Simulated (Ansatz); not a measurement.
System: Te (fcc type), 1 atom in the cell.

```
Te
1.0
     0.00000    2.41870    2.41870
     2.41870    0.00000    2.41870
     2.41870    2.41870    0.00000
Te
1
Direct
  0.00000 0.00000 0.00000
```

Code and potentials: Ansatz PAW hard set, 700 eV. Settings of the plain PBE run: k-mesh 4×4×4 Γ-centred; Fermi–Dirac smearing of 0.15 eV; no spin polarisation; no spin–orbit coupling.

Plain PBE gives:

```json
{
 "Pressure": "0.27 GPa"
}
```

Problem. What changes under PBE with spin–orbit coupling?

Solution. The pressure goes up by 0.32 GPa to 0.59 GPa.

The stress includes the program's correction for the finite plane-wave basis.

The k-mesh is coarse, so these values belong to this mesh and can lie far from the converged ones. This cubic structure is a model: it isn't the usual form of the substance at ambient conditions, and such phases are metastable or hypothetical.
